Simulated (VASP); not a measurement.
Wanted: the native input for a VASP 6.6.1 run.

```yaml
Task: single point
Functional: r2SCAN
Potentials_or_basis: VASP PAW PBE potentials, release 64 (Zn, Cu)
Cutoff: 520 eV
k_mesh: 8 × 8 × 8
Occupations: fermi-dirac, width 0.02 eV
Spin: no spin polarisation
Dipole_correction: no
Further_INCAR_settings: ALGO = Normal; EDIFF = 1e-07; NBANDS = 18
```

The system is ZnCu.

```xyz
2
Lattice="2.9220 0.0000 0.0000 0.0000 2.9220 0.0000 0.0000 0.0000 2.9220" Properties=species:S:1:pos:R:3 pbc="T T T"
Zn    1.4610    1.4610    1.4610
Cu    0.0000    0.0000    0.0000
```

One way to write it, as run:

POSCAR

```
ZnCu
1.0
    2.9220196856      0.0000000000      0.0000000000
    0.0000000000      2.9220196856      0.0000000000
    0.0000000000      0.0000000000      2.9220196856
Zn Cu
1 1
Direct
    0.5000000000      0.5000000000      0.5000000000
    0.0000000000      0.0000000000      0.0000000000
```

INCAR.step1

```
  PREC = Accurate
  ENCUT = 520
  ISMEAR = -1
  SIGMA = 0.02
  LREAL = False
  LASPH = True
  NELM = 60
  NBANDS = 18
  GGA = PE
  ALGO = Normal
  EDIFF = 1E-4
  LWAVE = True
  LCHARG = False
```

INCAR.step2

```
  PREC = Accurate
  ENCUT = 520
  EDIFF = 1E-7
  ISMEAR = -1
  SIGMA = 0.02
  LREAL = False
  LASPH = True
  NELM = 60
  ALGO = Normal
  ISIF = 2
  LWAVE = False
  LCHARG = True
  METAGGA = R2SCAN
  LMIXTAU = True
  LELF = True
  LVHAR = True
  NBANDS = 18
  ISTART = 1
```

KPOINTS

```
regular mesh
0
Gamma
  8 8 8
```

Potentials or basis: VASP PAW PBE potentials, release 64 (Zn, Cu).

Command:

```sh
$ cat potpaw_PBE.64/Zn/POTCAR potpaw_PBE.64/Cu/POTCAR > POTCAR
$ cp INCAR.step1 INCAR
$ mpirun -np 1 vasp_std > vasp.out
$ cp INCAR.step2 INCAR
$ mpirun -np 1 vasp_std > vasp.out
```

Results of the run:

```
Pressure               : 0.6 GPa
Band gap on the k mesh : none (metal or under the smearing width)
```

Caveat: the PAW data sets were made with another functional, which shifts forces and pressure a little.

Run time: 31 s on 1 thread of Intel(R) Xeon(R) Platinum 8559C (Emerald Rapids), with other jobs on the host, peak memory 0.15 GiB.
